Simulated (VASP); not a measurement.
Input of a VASP 6.6.1 run:

The input INCAR:

```
SYSTEM = Pr
ALGO = Normal
EDIFF = 1E-6
ENCUT = 520
GGA = CA
ISIF = 2
ISMEAR = 0
ISPIN = 2
LASPH = .True.
LCHARG = .False.
LMAXMIX = 6
LORBIT = 11
LREAL = .False.
LWAVE = .False.
MAGMOM = 2
NELM = 100
PREC = Accurate
SIGMA = 0.02
```

File KPOINTS:

```
k-points
0
Gamma
  9 9 9
  0 0 0
```

File POSCAR:

```
Pr
3.6328
   -0.577343138708      0.577343138708      0.577343138708
    0.577343138708     -0.577343138708      0.577343138708
    0.577343138708      0.577343138708     -0.577343138708
Pr
1
Direct
    0.0000000000      0.0000000000      0.0000000000
```

Potentials or basis: VASP PAW PBE potentials, release 64 (Pr).

Launch:

```sh
$ cat potpaw_PBE.64/Pr/POTCAR > POTCAR
$ mpirun -np 1 vasp_std > vasp.out
```

Task: What does it give for the net moment?

Result: 2.82 μB per cell.

Task: Estimate the site moments.

Result: Pr +2.27 μB.

Task: Estimate the pressure.

Result: -7.2 GPa.

Task: Predict the band gap on the k mesh.

Result: None (metal or under the smearing width).

Caveat: the magnetic or orbital state may not be the lowest; the PAW data sets were made with another functional, which shifts forces and pressure a little; spin-orbit coupling is left out, which moves the levels of the heavy elements. The state reached can hang on the start; a lower one may exist.
